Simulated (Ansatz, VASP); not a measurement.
**One calculation of O2CH2, two programs**

INCAR

```
PREC     = Accurate       # precision mode
ENCUT    = 520            # plane-wave cutoff, eV
EDIFF    = 1E-7           # SCF threshold, eV
ISMEAR   = 0              # smearing method
SIGMA    = 0.05           # smearing width, eV
LREAL    = F              # projectors in reciprocal space
LASPH    = T              # aspherical terms in the spheres
NELM     = 60             # most SCF steps
ALGO     = Normal         # electronic algorithm
ISIF     = 2              # what is computed and relaxed
LWAVE    = F              # write WAVECAR
LCHARG   = F              # write CHGCAR
LDIPOL   = T            
IDIPOL   = 3            
DIPOL    = 0.5 0.5 0.654
GGA      = PE             # functional
IVDW     = 12             # dispersion correction
NBANDS   = 17             # bands
```

KPOINTS

```
Automatic mesh
0
Gamma
  2 3 1
```

File POSCAR:

```
H2CO2
1.0
    8.0267120191      0.0000000000      0.0000000000
    0.0000000000      5.6757424993      0.0000000000
    0.0000000000      0.0000000000     29.9598497646
O C H
2 1 2
Direct
    0.4182208905      0.7793981986      0.6234484563
    0.5307658561      0.9199559661      0.6876660557
    0.4776526785      0.7584158894      0.6657057266
    0.4301702313      0.9472013268      0.6151935845
    0.4703379482      0.5726817084      0.6766600718
```

Input for Ansatz:

```yaml
crystal:
  lattice:
    - [8.0267120191, 0.0, 0.0]
    - [0.0, 5.6757424993, 0.0]
    - [0.0, 0.0, 29.9598497646]
  atoms:
    - { symbol: O, position: [0.4182208905, 0.7793981986, 0.6234484563] }
    - { symbol: C, position: [0.4776526785, 0.7584158894, 0.6657057266] }
    - { symbol: O, position: [0.5307658561, 0.9199559661, 0.6876660557] }
    - { symbol: H, position: [0.4301702313, 0.9472013268, 0.6151935845] }
    - { symbol: H, position: [0.4703379482, 0.5726817084, 0.6766600718] }
basis:
  ecutwfc: 420
kpoints:
  mp_grid: { grid: [2, 3, 1] }
hamiltonian:
  xc: pbe
  dispersion: d3bj
scf:
  occupations: { method: gaussian, width: 0.05 }
output:
  forces: true
  eigenvalues: true
  write_density: true
  volumetric_format: npy
efield:
  axis: 3
  dipole_correction: true
  ramp_width: 0.04
```

Alike in both runs: task single point; functional PBE; dispersion D3(BJ); k mesh 2 × 3 × 1; occupations gaussian, width 0.05 eV; no spin polarisation.

|  | VASP | Ansatz |
| --- | --- | --- |
| version | VASP 6.6.1 | Ansatz 0.2.0 |
| potentials or method | VASP PAW PBE potentials, release 64 (O, C, H) | scalar-relativistic, plane waves, PAW |
| plane-wave cutoff (eV) | 520 | 420 |
| valence electrons in the cell | 18 | 18 |

```csv
,VASP,Ansatz,Ansatz less VASP
gap on the k mesh at the Fermi level (eV),5.30,5.30,+0.001
least direct gap on the mesh (eV),5.30,5.30,+0.001
rms of the force components (eV/Å),0.207,0.132,-0.0752
```

One of these differences is far larger than is usual between the two programs; its cause wasn't traced.

Caveats: the standard files for N, O and F lose accuracy on very short bonds. Expect the measured gap to be larger: semilocal functionals such as PBE lack the derivative discontinuity.
